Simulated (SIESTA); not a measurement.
**Sn under changes of volume**

One of the cells (28.203 Å³/atom); the others are scaled copies at fixed shape and fractional positions:

```
Sn
1.0
    -2.95961    2.95961    1.60989
     2.95961   -2.95961    1.60989
     2.95961    2.95961   -1.60989
Sn
2
Direct
  0.00000 0.00000 0.00000
  0.75000 0.25000 0.50000
```

* Program: SIESTA 5.4.2
* Functional: PBE
* Potentials or basis: PseudoDojo 0.4 standard (PBE files)
* Basis: DZP (energy shift 0.002 Ry)
* Grid cutoff: 500 Ry
* Energy shift: 0.002 Ry
* k mesh: 9 × 9 × 9
* Occupations: fermi-dirac, width 0.05 eV
* Spin: no spin polarisation

```tsv
volume (Å³/atom)	energy over the lowest point (meV/atom)	pressure (GPa)
25.991	?	?
26.544	38.68	5.2
27.097	23.00	3.9
28.203	4.55	1.6
28.756	0.64	0.7
29.309	0.00	-0.3
```

**Question.** What does the run at 25.991 Å³/atom give?

**Answer.** Energy over the lowest point 58.88 meV/atom; pressure 6.6 GPa.

Worked out: A Birch-Murnaghan fit of order 3 (a polynomial in V^(-2/3)) to the other rows has its minimum at 29.17 Å³/atom with B0 = V·E''(V) = 43 GPa and B' = 5.2 at fixed shape and positions, which overstates the stiffness. It gives 59.30 meV/atom at 25.991 Å³/atom, against the run's 58.88, and -dE/dV = 6.8 GPa, against 6.6.

Energies are extrapolated to zero smearing.

Caveats: semicore shells carry a single zeta, which can move pressures by several GPa and volumes by a few percent; the basis of atomic orbitals isn't converged, which shifts pressures, moduli and gaps.
